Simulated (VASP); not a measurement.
Write the native input for VASP 6.6.1 that does the following.

* Task: relaxation of the atoms
* Functional: PBE
* Dispersion: D3(BJ)
* Potentials or basis: VASP PAW PBE potentials, release 64 (Ir)
* Cutoff: 600 eV
* k mesh: 16 × 16 × 16
* Occupations: methfessel-paxton, width 0.1 eV
* Spin: no spin polarisation
* Further INCAR settings: ALGO = Normal; EDIFF = 1e-07; IBRION = 2; EDIFFG = -0.01; NSW = 40

The structure of Ir lies in POSCAR:

```
Ir                                      
1.0
    0.0000000000      1.9472526130      1.9472526130
    1.9472526130      0.0000000000      1.9472526130
    1.9472526130      1.9472526130      0.0000000000
  Ir            
     1
Direct
     0.0000000000000000    0.0000000000000000    0.0000000000000000
```

The cell isn't the ideal one: a relaxed cell with its volume scaled by 1.04.

The input as run:

INCAR

```
PREC     = Accurate       # precision mode
ENCUT    = 600            # plane-wave cutoff, eV
EDIFF    = 1E-7           # SCF threshold, eV
ISMEAR   = 1              # smearing method
SIGMA    = 0.1            # smearing width, eV
LREAL    = F              # projectors in reciprocal space
LASPH    = T              # aspherical terms in the spheres
NELM     = 80             # most SCF steps
ALGO     = Normal         # electronic algorithm
ISIF     = 2              # what is computed and relaxed
LWAVE    = F              # write WAVECAR
LCHARG   = F              # write CHGCAR
GGA      = PE             # functional
IVDW     = 12             # dispersion correction
IBRION   = 2              # ionic algorithm
NSW      = 40             # ionic steps
EDIFFG   = -0.01          # ionic threshold
```

KPOINTS

```
Automatic mesh
0
Gamma
  16 16 16
```

Potentials or basis: VASP PAW PBE potentials, release 64 (Ir).

Launch:

```console
$ cat potpaw_PBE.64/Ir/POTCAR > POTCAR
$ mpirun -np 1 vasp_std > vasp.out
```

Results of the run:

- Pressure after relaxing: -13.3 GPa
- Band gap on the k mesh: none (metal or under the smearing width)
- Dispersion energy per atom: -0.703 eV

Caveat: the relaxation stopped at its first step, so nothing moved; pairwise dispersion overbinds metals, which lowers pressure and volume.

Wall time 11 s on 1 thread of AMD EPYC 9R45 96-Core Processor (Zen 5) (shared host), peak memory 0.14 GiB.
